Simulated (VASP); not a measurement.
Wanted: the native input for a VASP 6.6.1 run.

```
Task                               : single point
Functional                         : HSE06
Potentials or basis                : VASP PAW PBE potentials, release 64 (Si, C)
Cutoff                             : 520 eV
k mesh                             : 6 × 6 × 6
Occupations                        : gaussian, width 0.01 eV
Spin                               : no spin polarisation
Dipole correction                  : no
Exchange at q = 0                  : truncated
Grid for exact exchange (PRECFOCK) : Normal
Screening parameter                : 0.2079 1/A
Further INCAR settings             : ALGO = Normal; EDIFF = 1e-07; NBANDS = 11
```

SiC:

```xyz
2
Lattice="0.0000 1.9894 1.9894 1.9894 0.0000 1.9894 1.9894 1.9894 0.0000" Properties=species:S:1:pos:R:3 pbc="T T T"
Si    0.0000    0.0000    0.0000
C     0.9947    0.9947    0.9947
```

The cell was built by a generator and needn't be a form met in nature.

These files were run (other wordings do the same):

POSCAR

```
SiC
1.0
    0.0000000000      1.9894255490      1.9894255490
    1.9894255490      0.0000000000      1.9894255490
    1.9894255490      1.9894255490      0.0000000000
Si C
1 1
Direct
    0.0000000000      0.0000000000      0.0000000000
    0.2500000000      0.2500000000      0.2500000000
```

INCAR.step1

```
SYSTEM = SiC
PREC = Accurate ; ENCUT = 520
EDIFF = 1E-5 ; ISMEAR = 0
SIGMA = 0.01 ; LREAL = .FALSE.
LASPH = .TRUE. ; NELM = 60
ALGO = Normal ; ISIF = 2
LWAVE = .TRUE. ; NBANDS = 11
GGA = PE
```

INCAR.step2

```
SYSTEM = SiC
PREC = Accurate ; ENCUT = 520
EDIFF = 1E-7 ; ISMEAR = 0
SIGMA = 0.01 ; LREAL = .FALSE.
LASPH = .TRUE. ; NELM = 60
ALGO = Normal ; ISIF = 2
LWAVE = .FALSE. ; LCHARG = .TRUE.
GGA = PE ; LHFCALC = .TRUE.
HFSCREEN = 0.2079 ; PRECFOCK = Normal
LELF = .TRUE. ; LVHAR = .TRUE.
NBANDS = 11 ; ISTART = 1
```

KPOINTS

```
Automatic mesh
0
G
  6 6 6
  0 0 0
```

Potentials or basis: VASP PAW PBE potentials, release 64 (Si, C).

Command:

```console
$ cat potpaw_PBE.64/Si/POTCAR potpaw_PBE.64/C/POTCAR > POTCAR
$ cp INCAR.step1 INCAR
$ mpirun -np 1 vasp_std > vasp.out
$ cp INCAR.step2 INCAR
$ mpirun -np 1 vasp_std > vasp.out
```

Results of the run:

```
Pressure               : 101.2 GPa
Band gap on the k mesh : 2.02 eV, indirect (least direct gap 6.05 eV)
```

Caveat: the k mesh is coarse (spacing up to 0.46 Å⁻¹), so the values aren't converged, least of all with exact exchange; a pressure of tens of GPa on the cell as given is suspect, and the run, the potentials or the cell itself is likely at fault; the PAW data sets were made with another functional, which shifts forces and pressure a little.

It took 7.9 min on 1 thread of AMD EPYC 7R43 64-Core Processor (Zen 3), with other jobs on the host, peak memory 0.2 GiB.
